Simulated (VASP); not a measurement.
# PbSe (Clausthalite) (Fm-3m) in VASP: further runs

Aim: see how the results for PbSe (Clausthalite) move with the level of theory and the settings. Levels: LDA, RPBE+D4, PBE exchange alone. Tasks: single point.

Everything below comes from runs of VASP 6.6.1. Logs are shortened: lines on timing, memory, paths and dates and some standing lists are left out, and cuts for length are marked.

**Experimental background.**

From a printed reference work, monograph, for a bulk crystal of PbSe at 300 K: band gap 0.28 eV (direct).

How close the calculation comes is told below.

## 1. The cell of the first run

Symmetry: Fm-3m, No. 225, cubic system. The conventional cell has a = 6.202 Å, b = 6.202 Å, c = 6.202 Å, α = 90.00°, β = 90.00°, γ = 90.00°. Within 4.1 Å of Pb (site symmetry m-3m) lie 6 Se at 3.10 Å. Se (site symmetry m-3m) has 6 Pb at 3.10 Å within 4.1 Å.

## 2. Single point, LDA

INCAR

```
SYSTEM = PbSe
PREC = Accurate ; ENCUT = 520
EDIFF = 1E-7 ; ISMEAR = -1
SIGMA = 0.05 ; LREAL = .False.
LASPH = .True. ; NELM = 100
ALGO = Normal ; ISIF = 2
LWAVE = .False. ; LCHARG = .False.
NBANDS = 17
```

KPOINTS

```
Automatic mesh
0
Gamma
  8 8 8
  0 0 0
```

POSCAR

```
PbSe
1.0
    0.0000000000      3.1009263293      3.1009263293
    3.1009263293      0.0000000000      3.1009263293
    3.1009263293      3.1009263293      0.0000000000
Pb Se
1 1
Direct
    0.0000000000      0.0000000000      0.0000000000
    0.5000000000      0.5000000000      0.5000000000
```

Potentials or basis: VASP PAW LDA potentials, release 64 (Pb_d, Se).

On the command line:

```bash
> cat potpaw_LDA.64/Pb_d/POTCAR potpaw_LDA.64/Se/POTCAR > POTCAR
> mpirun -np 1 vasp_std > vasp.out
```

OUTCAR:

```text
SYSTEM = PbSe
   PREC = Accurate
   ENCUT = 520
   EDIFF = 1E-7
   ISMEAR = -1
   LREAL = .False.
   LASPH = .True.
   NELM = 100
   ISIF = 2

 ion  position               nearest neighbor table
   1  0.000  0.000  0.000-   2 3.10   2 3.10   2 3.10   2 3.10   2 3.10   2 3.10
   2  0.500  0.500  0.500-   1 3.10   1 3.10   1 3.10   1 3.10   1 3.10   1 3.10

  LATTYP: Found a face centered cubic cell.
 ALAT       =     6.2018526586

  Lattice vectors:

 A1 = (   0.0000000000,   3.1009263293,   3.1009263293)
 A2 = (   3.1009263293,   0.0000000000,   3.1009263293)
 A3 = (   3.1009263293,   3.1009263293,   0.0000000000)

Analysis of symmetry for initial positions (statically):
=====================================================================
 Subroutine PRICEL returns:
 Original cell was already a primitive cell.

 Routine SETGRP: Setting up the symmetry group for a
 face centered cubic supercell.

 Subroutine GETGRP returns: Found 48 space group operations
 (whereof 48 operations were pure point group operations)
 out of a pool of 48 trial point group operations.

The static configuration has the point symmetry O_h .

Analysis of symmetry for dynamics (positions and initial velocities):
=====================================================================
 Subroutine PRICEL returns:
 Original cell was already a primitive cell.

 Routine SETGRP: Setting up the symmetry group for a
 face centered cubic supercell.

 Subroutine GETGRP returns: Found 48 space group operations
 (whereof 48 operations were pure point group operations)
 out of a pool of 48 trial point group operations.

The dynamic configuration has the point symmetry O_h .

 Subroutine INISYM returns: Found 48 space group operations
 (whereof 48 operations are pure point group operations),
 and found     1 'primitive' translations

----------------------------------------------------------------------------------------

                                     Primitive cell

  volume of cell :      59.6354

  direct lattice vectors                    reciprocal lattice vectors
     0.000000000  3.100926329  3.100926329    -0.161242141  0.161242141  0.161242141
     3.100926329  0.000000000  3.100926329     0.161242141 -0.161242141  0.161242141
     3.100926329  3.100926329  0.000000000     0.161242141  0.161242141 -0.161242141

  length of vectors
     4.385372071  4.385372071  4.385372071     0.279279580  0.279279580  0.279279580

  position of ions in fractional coordinates (direct lattice)
     0.000000000  0.000000000  0.000000000
     0.500000000  0.500000000  0.500000000

[... 77 lines left out ...]
   LREAL  =      F    real-space projection
   EDIFFG = 0.1E-05   stopping-criterion for IOM
   NSW    =      0    number of steps for IOM
   IBRION =     -1    ionic relax: 0-MD 1-quasi-New 2-CG
   NFREE  =      0    steps in history (QN), initial steepest desc. (CG)
   ISIF   =      2    stress and relaxation
   ISYM   =      2    0-nonsym 1-usesym 2-fastsym
   POTIM  = 0.5000    time-step for ionic-motion
   TEBEG  =    0.0;   TEEND  =   0.0 temperature during run
   PSTRESS=    0.0 pullay stress
   NELECT =      20.0000    total number of electrons
   NUPDOWN=      -1.0000    fix difference up-down
   EMIN   =  10.00;   EMAX   =-10.00  energy-range for DOS
   EFERMI =   0.00;   METHOD = LEGACY
   ISMEAR =    -1;   SIGMA  =   0.05  broadening in eV -4-tet -1-fermi 0-gaus
   EFERMI_NEDOS =   21; number of points for ismear=-14 and -15
   IALGO  =     38    algorithm
   IMIX   =      4    mixing-type and parameters
     AMIX     =   0.40;   BMIX     =  1.00
     AMIX_MAG =   1.60;   BMIX_MAG =  1.00
  volume/ion in A,a.u.               =      29.82       201.22
  Fermi-wavevector in a.u.,A,eV,Ry     =   1.137409  2.149392 17.601851  1.293700
  Thomas-Fermi vector in A             =   2.274114
   LORBIT       =      0    0 simple, 1 ext, 2 COOP (PROOUT), +10 PAW based schemes
   GGA     = CA    functional components
   LHFCALC =     F    Hartree Fock is set to
   AEXX    =    0.0000 exact exchange contribution
   IVDW    =     0    specifies the selected vdW correction
   LEPSILON=     F    determine dielectric tensor
   LRPA    =     F    only Hartree local field effects (RPA)
 non-spin polarized calculation
  energy-cutoff  :      520.00
  volume of cell :       59.64
 maximum number of plane-waves:      1639
 NGX is ok and might be reduce to    36
   NGX = 17   NGY = 17   NGZ = 17

 number of electron      20.0000001 magnetization

 Free energy of the ion-electron system (eV)
  ---------------------------------------------------
  ext. energy  EPLUGINS =         0.00000000
  ---------------------------------------------------
  free energy    TOTEN  =        -9.40422705 eV

  energy without entropy =       -9.40388888  energy(sigma->0) =       -9.40405796

 E-fermi :   4.5387     XC(G=0):  -9.6708

 val. band max:        4.3972772421   @ k =   0.5000   0.0000   0.0000
 cond. band min:       4.6800202546   @ k =   0.5000   0.0000   0.0000
 fundamental gap:      0.2827430125
 Fermi energy:         4.5387270052

 k-point     1 :       0.0000    0.0000    0.0000
  band No.  band energies     occupation
      1     -12.2882      2.00000
      2     -12.2882      2.00000
      3     -12.2882      2.00000
      4     -12.2882      2.00000
      5     -12.2882      2.00000
      6      -8.8660      2.00000
[... 457 lines left out ...]
      4     -12.2699      2.00000
      5     -12.2570      2.00000
      6      -7.7147      2.00000
[... 9 lines left out ...]
     16      15.2031      0.00000
     17      15.2237      0.00000

 [... further k-points ...]

------------------------ aborting loop because EDIFF is reached ----------------------------------------

  FORCE on cell =-STRESS in cart. coord.  units (eV):
  Direction    XX          YY          ZZ          XY          YZ          ZX
  --------------------------------------------------------------------------------------
  -------------------------------------------------------------------------------------
  Total       -1.4069370     -1.4069370     -1.4069370      0.0000000     -0.0000000      0.0000000
  in kB      -37.7990498    -37.7990498    -37.7990498      0.0000000     -0.0000000      0.0000000
  external PRESSURE =     -37.7990498 kB  Pullay stress =       0.0000000 kB

 VOLUME and BASIS-vectors are now :
 -----------------------------------------------------------------------------
  energy-cutoff  :      520.00
  volume of cell :       59.64
      direct lattice vectors                 reciprocal lattice vectors
     0.000000000  3.100926329  3.100926329    -0.161242141  0.161242141  0.161242141
     3.100926329  0.000000000  3.100926329     0.161242141 -0.161242141  0.161242141
     3.100926329  3.100926329  0.000000000     0.161242141  0.161242141 -0.161242141

 POSITION                                       TOTAL-FORCE (eV/Angst)
 -----------------------------------------------------------------------------------
      0.00000      0.00000      0.00000         0.000000     -0.000000     -0.000000
      3.10093      3.10093      3.10093         0.000000      0.000000      0.000000
 -----------------------------------------------------------------------------------
    total drift:                                0.000000      0.000000      0.000000

  FREE ENERGIE OF THE ION-ELECTRON SYSTEM (eV)
  ---------------------------------------------------
  free  energy   TOTEN  =        -9.4042270521 eV

  energy  without entropy=       -9.4038888779  energy(sigma->0) =       -9.40405796
```

OSZICAR:

```text
N       E                     dE             d eps       ncg     rms          rms(c)
DAV:   1     0.156742407147E+03    0.15674E+03   -0.94008E+03   986   0.118E+03
DAV:   2     0.189219483098E+01   -0.15485E+03   -0.14980E+03  1046   0.306E+02
DAV:   3    -0.943669732538E+01   -0.11329E+02   -0.11224E+02  1324   0.874E+01
DAV:   4    -0.970685740724E+01   -0.27016E+00   -0.26996E+00  1243   0.152E+01
DAV:   5    -0.971630828805E+01   -0.94509E-02   -0.94503E-02  1405   0.278E+00    0.270E+00
DAV:   6    -0.941544794578E+01    0.30086E+00   -0.78948E-01  1484   0.586E+00    0.149E+00
DAV:   7    -0.940636179412E+01    0.90862E-02   -0.95465E-02  1223   0.145E+00    0.816E-01
DAV:   8    -0.940463122652E+01    0.17306E-02   -0.10190E-02  1160   0.979E-01    0.149E-01
DAV:   9    -0.940422020627E+01    0.41102E-03   -0.25822E-03  1476   0.403E-01    0.484E-02
DAV:  10    -0.940422798744E+01   -0.77812E-05   -0.14100E-04  1153   0.653E-02    0.169E-02
DAV:  11    -0.940422717390E+01    0.81354E-06   -0.13406E-05  1385   0.324E-02    0.393E-03
DAV:  12    -0.940422704868E+01    0.12521E-06   -0.79471E-07  1325   0.116E-02    0.473E-04
DAV:  13    -0.940422705206E+01   -0.33738E-08   -0.64754E-08   712   0.207E-03
   1 F= -.94042271E+01 E0= -.94040580E+01  d E =-.338174E-03
```

Wall time 27 s (1 thread of Intel Xeon Platinum 8375C at 2.90GHz (Ice Lake), shared host); peak memory 0.18 GiB.

What came out:

- Free energy: -9.4042 eV
- Pressure: -3.8 GPa
- Band gap on the k mesh: 0.28 eV, direct

Caveat: spin-orbit coupling is left out, which moves the levels of the heavy elements. A k mesh can miss the band edges.

## 3. Single point, RPBE+D4

INCAR

```
PREC = Accurate
ENCUT = 520
EDIFF = 1E-7
ISMEAR = -1
SIGMA = 0.05
LREAL = F
LASPH = T
NELM = 100
ALGO = Normal
ISIF = 2
LWAVE = F
LCHARG = F
GGA = RP
IVDW = 13
NBANDS = 17
```

KPOINTS

```
regular mesh
0
Gamma
  8 8 8
```

POSCAR is that of step 2.

Potentials or basis: VASP PAW PBE potentials, release 64 (Pb_d, Se).

On the command line:

```bash
> cat potpaw_PBE.64/Pb_d/POTCAR potpaw_PBE.64/Se/POTCAR > POTCAR
> mpirun -np 1 vasp_std > vasp.out
```

Wall time 34 s (1 thread of Intel Xeon Platinum 8375C at 2.90GHz (Ice Lake), shared host); peak memory 0.21 GiB.

Results (log left out):

```yaml
Free_energy: -8.9090 eV
Pressure: -1.1 GPa
Band_gap_on_the_k_mesh: 0.50 eV, direct
Dispersion_energy_per_atom: -0.700 eV
```

Levels at points of the mesh, in eV from the valence-band top:
```csv
k point,band 8,band 9,band 10,band 11,band 12,band 13
"(0.00, 0.00, 0.00)",-1.69,-1.69,-1.69,4.70,4.70,4.70
"(0.50, 0.00, 0.00)",-1.31,-1.31,0.00,0.50,1.85,1.85
"(0.50, 0.50, 0.00)",-4.61,-2.96,-2.96,3.98,5.53,5.53
```

Caveat: the PAW data sets were made with another functional, which shifts forces and pressure a little; spin-orbit coupling is left out, which moves the levels of the heavy elements.

## 4. Single point, PBE exchange alone

INCAR

```
PREC = Accurate
ENCUT = 520
EDIFF = 1E-6
ISMEAR = -1
SIGMA = 0.05
LREAL = F
LASPH = T
NELM = 60
ALGO = Normal
ISIF = 2
LWAVE = F
LCHARG = F
GGA = PE
ALDAC = 0.0
AGGAC = 0.0
NBANDS = 17
```

KPOINTS is that of step 3.

POSCAR is that of step 3.

Potentials or basis: VASP PAW PBE potentials, release 64 (Pb_d, Se).

On the command line:

```bash
> cat potpaw_PBE.64/Pb_d/POTCAR potpaw_PBE.64/Se/POTCAR > POTCAR
> mpirun -np 1 vasp_std > vasp.out
```

OUTCAR:

```text
PREC = Accurate
   ENCUT = 520
   EDIFF = 1E-6
   ISMEAR = -1
   LREAL = F
   LASPH = T
   NELM = 60
   ISIF = 2
   GGA = PE

 ion  position               nearest neighbor table
   1  0.000  0.000  0.000-   2 3.10   2 3.10   2 3.10   2 3.10   2 3.10   2 3.10
   2  0.500  0.500  0.500-   1 3.10   1 3.10   1 3.10   1 3.10   1 3.10   1 3.10

  LATTYP: Found a face centered cubic cell.
 ALAT       =     6.2018526586

  Lattice vectors:

 A1 = (   0.0000000000,   3.1009263293,   3.1009263293)
 A2 = (   3.1009263293,   0.0000000000,   3.1009263293)
 A3 = (   3.1009263293,   3.1009263293,   0.0000000000)

Analysis of symmetry for initial positions (statically):
=====================================================================
 Subroutine PRICEL returns:
 Original cell was already a primitive cell.

 Routine SETGRP: Setting up the symmetry group for a
 face centered cubic supercell.

 Subroutine GETGRP returns: Found 48 space group operations
 (whereof 48 operations were pure point group operations)
 out of a pool of 48 trial point group operations.

The static configuration has the point symmetry O_h .

Analysis of symmetry for dynamics (positions and initial velocities):
=====================================================================
 Subroutine PRICEL returns:
 Original cell was already a primitive cell.

 Routine SETGRP: Setting up the symmetry group for a
 face centered cubic supercell.

 Subroutine GETGRP returns: Found 48 space group operations
 (whereof 48 operations were pure point group operations)
 out of a pool of 48 trial point group operations.

The dynamic configuration has the point symmetry O_h .

 Subroutine INISYM returns: Found 48 space group operations
 (whereof 48 operations are pure point group operations),
 and found     1 'primitive' translations

----------------------------------------------------------------------------------------

                                     Primitive cell
[... 109 lines left out ...]
   IMIX   =      4    mixing-type and parameters
     AMIX     =   0.40;   BMIX     =  1.00
     AMIX_MAG =   1.60;   BMIX_MAG =  1.00
  volume/ion in A,a.u.               =      29.82       201.22
  Fermi-wavevector in a.u.,A,eV,Ry     =   1.137409  2.149392 17.601851  1.293700
  Thomas-Fermi vector in A             =   2.274114
   LORBIT       =      0    0 simple, 1 ext, 2 COOP (PROOUT), +10 PAW based schemes
   GGA     = PE    functional components
   LHFCALC =     F    Hartree Fock is set to
   AEXX    =    0.0000 exact exchange contribution
   IVDW    =     0    specifies the selected vdW correction
   LEPSILON=     F    determine dielectric tensor
   LRPA    =     F    only Hartree local field effects (RPA)
 non-spin polarized calculation
  energy-cutoff  :      520.00
  volume of cell :       59.64
 maximum number of plane-waves:      1639
 NGX is ok and might be reduce to    36
   NGX = 17   NGY = 17   NGZ = 17

 number of electron      20.0000002 magnetization

 Free energy of the ion-electron system (eV)
  ---------------------------------------------------
  ext. energy  EPLUGINS =         0.00000000
  ---------------------------------------------------
  free energy    TOTEN  =        -5.88778102 eV

  energy without entropy =       -5.88773227  energy(sigma->0) =       -5.88775664

 E-fermi :   6.3028     XC(G=0):  -7.7371

 val. band max:        6.0373303644   @ k =   0.5000   0.0000   0.0000
 cond. band min:       6.5681468525   @ k =   0.5000   0.0000   0.0000
 fundamental gap:      0.5308164881
 Fermi energy:         6.3028140050

 k-point     1 :       0.0000    0.0000    0.0000
  band No.  band energies     occupation
      1     -10.5677      2.00000
      2     -10.5677      2.00000
      3     -10.5677      2.00000
      4     -10.5620      2.00000
      5     -10.5620      2.00000
      6      -7.1879      2.00000
[... 457 lines left out ...]
      4     -10.5495      2.00000
      5     -10.5367      2.00000
      6      -6.0472      2.00000
[... 9 lines left out ...]
     16      17.0057      0.00000
     17      17.1683      0.00000

 [... further k-points ...]

------------------------ aborting loop because EDIFF is reached ----------------------------------------

  FORCE on cell =-STRESS in cart. coord.  units (eV):
  Direction    XX          YY          ZZ          XY          YZ          ZX
  --------------------------------------------------------------------------------------
  -------------------------------------------------------------------------------------
  Total        3.2370356      3.2370356      3.2370356      0.0000000      0.0000000     -0.0000000
  in kB       86.9668448     86.9668448     86.9668448      0.0000000      0.0000000     -0.0000000
  external PRESSURE =      86.9668448 kB  Pullay stress =       0.0000000 kB

 VOLUME and BASIS-vectors are now :
 -----------------------------------------------------------------------------
  energy-cutoff  :      520.00
  volume of cell :       59.64
      direct lattice vectors                 reciprocal lattice vectors
     0.000000000  3.100926329  3.100926329    -0.161242141  0.161242141  0.161242141
     3.100926329  0.000000000  3.100926329     0.161242141 -0.161242141  0.161242141
     3.100926329  3.100926329  0.000000000     0.161242141  0.161242141 -0.161242141

 POSITION                                       TOTAL-FORCE (eV/Angst)
 -----------------------------------------------------------------------------------
      0.00000      0.00000      0.00000        -0.000000      0.000000     -0.000000
      3.10093      3.10093      3.10093         0.000000      0.000000      0.000000
 -----------------------------------------------------------------------------------
    total drift:                                0.000000      0.000000      0.000000

  FREE ENERGIE OF THE ION-ELECTRON SYSTEM (eV)
  ---------------------------------------------------
  free  energy   TOTEN  =        -5.8877810214 eV

  energy  without entropy=       -5.8877322659  energy(sigma->0) =       -5.88775664
```

OSZICAR:

```text
N       E                     dE             d eps       ncg     rms          rms(c)
DAV:   1     0.161402004287E+03    0.16140E+03   -0.93971E+03   986   0.118E+03
DAV:   2     0.536509800377E+01   -0.15604E+03   -0.15088E+03  1046   0.306E+02
DAV:   3    -0.600884226873E+01   -0.11374E+02   -0.11299E+02  1325   0.876E+01
DAV:   4    -0.627489202406E+01   -0.26605E+00   -0.26585E+00  1235   0.152E+01
DAV:   5    -0.628439703219E+01   -0.95050E-02   -0.95042E-02  1430   0.280E+00    0.289E+00
DAV:   6    -0.587977913363E+01    0.40462E+00   -0.10837E+00  1451   0.807E+00    0.154E+00
DAV:   7    -0.588124642291E+01   -0.14673E-02   -0.15925E-01  1174   0.216E+00    0.911E-01
DAV:   8    -0.588841685584E+01   -0.71704E-02   -0.19158E-02  1125   0.135E+00    0.233E-01
DAV:   9    -0.588760937825E+01    0.80748E-03   -0.37121E-03  1462   0.532E-01    0.757E-02
DAV:  10    -0.588777284581E+01   -0.16347E-03   -0.37694E-04  1083   0.118E-01    0.380E-02
DAV:  11    -0.588778030613E+01   -0.74603E-05   -0.57499E-05  1325   0.704E-02    0.321E-03
DAV:  12    -0.588778102137E+01   -0.71524E-06   -0.39087E-06  1181   0.148E-02
   1 F= -.58877810E+01 E0= -.58877566E+01  d E =-.487554E-04
```

It took 28 s on 1 thread of Intel Xeon Platinum 8375C at 2.90GHz (Ice Lake), shared host; peak memory 0.21 GiB.

What came out:

```yaml
Free_energy: -5.8878 eV
Pressure: 8.7 GPa
Band_gap_on_the_k_mesh: 0.53 eV, direct
```

Levels at points of the mesh, in eV from the valence-band top:
```csv
k point,band 7,band 8,band 9,band 10,band 11,band 12,band 13,band 14
"(0.00, 0.00, 0.00)",-6.40,-1.67,-1.67,-1.67,4.58,4.58,4.58,6.82
"(0.50, 0.00, 0.00)",-8.60,-1.27,-1.27,0.00,0.53,1.81,1.81,8.89
"(0.50, 0.50, 0.00)",-7.38,-4.55,-2.93,-2.93,4.18,5.44,5.44,5.93
```

Caveat: spin-orbit coupling is left out, which moves the levels of the heavy elements. A k mesh can miss the band edges.

## 5. The runs side by side

| level | potentials or basis | gap on the mesh (eV) | pressure (GPa) |
| --- | --- | --- | --- |
| LDA | VASP PAW LDA potentials, release 64 (Pb_d, Se) | 0.28 | -3.8 |
| RPBE+D4 | VASP PAW PBE potentials, release 64 (Pb_d, Se) | 0.50 | -1.1 |
| PBE exchange alone | VASP PAW PBE potentials, release 64 (Pb_d, Se) | 0.53 | 8.7 |

Alike in all rows: task single point; no spin polarisation; cell as given; k mesh 8 × 8 × 8; cutoff (eV) 520; smearing fermi-dirac 0.05 eV.

Caveats: spin-orbit coupling is left out, which moves the levels of the heavy elements; the PAW data sets were made with another functional, which shifts forces and pressure a little (some runs).

Absolute energies hang on the potentials; compare differences alone.

## 6. Against experiment

Step 3. A measured gap of PbSe is 0.28 eV (direct; 300 K; a printed reference work, monograph); the calculated 0.50 eV misses it by +0.22 eV. 2 values of this kind are on record (0.15 to 0.28 eV); this one was drawn at random. Spin-orbit coupling on Pb, Se is left out. The value is that of RPBE+D4 on a finite k mesh, which can miss the band edges, without temperature or zero-point motion.
